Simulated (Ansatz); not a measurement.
TiSi in Ansatz: the effect of Hubbard term

TiSi:

```
Ti Si
1.0
     1.81618   -2.11762    0.00000
     1.81618    2.11762    0.00000
     0.00000    0.00000    3.80393
Ti Si
1 1
Direct
  0.50000 0.50000 0.00000
  0.00000 0.00000 0.50000
```

The cell comes from a database or a generator and needn't be the stable form of this composition.

Alike in all runs:

- Program: Ansatz 0.2.0
- Task: density of states
- Functional: PBEsol
- Potentials or basis: all-electron LAPW, scalar-relativistic
- Cutoff: 239 eV (chosen from the basis error)
- Basis error allowed: 0.001 eV/atom
- k mesh: 10 × 10 × 7
- Occupations: fermi-dirac, width 0.05 eV
- Spin: no spin polarisation

| Hubbard term | pressure (GPa) |
| --- | --- |
| none | ? |
| Ti d U = 2 eV | -1.6 |
| Ti d U = 4 eV | 2.4 |
| Ti d U = 6 eV | 8.5 |
| Ti d U = 8 eV | 18.2 |

Task: What does the run with Hubbard term none give?

Result: Pressure -4.3 GPa.

Worked out: A parabola through the other rows of the pressure, of slope -0.288 GPa per eV there, extrapolates to -2.4 GPa, against the run's -4.3.

Caveats: U is the effective U less J, on atomic orbitals that reach past the spheres (some runs); U without spin polarisation on a metal has little footing (some runs); the U is typed as a test and isn't derived for this compound (some runs).

Runs at the PBE level aren't shown here.
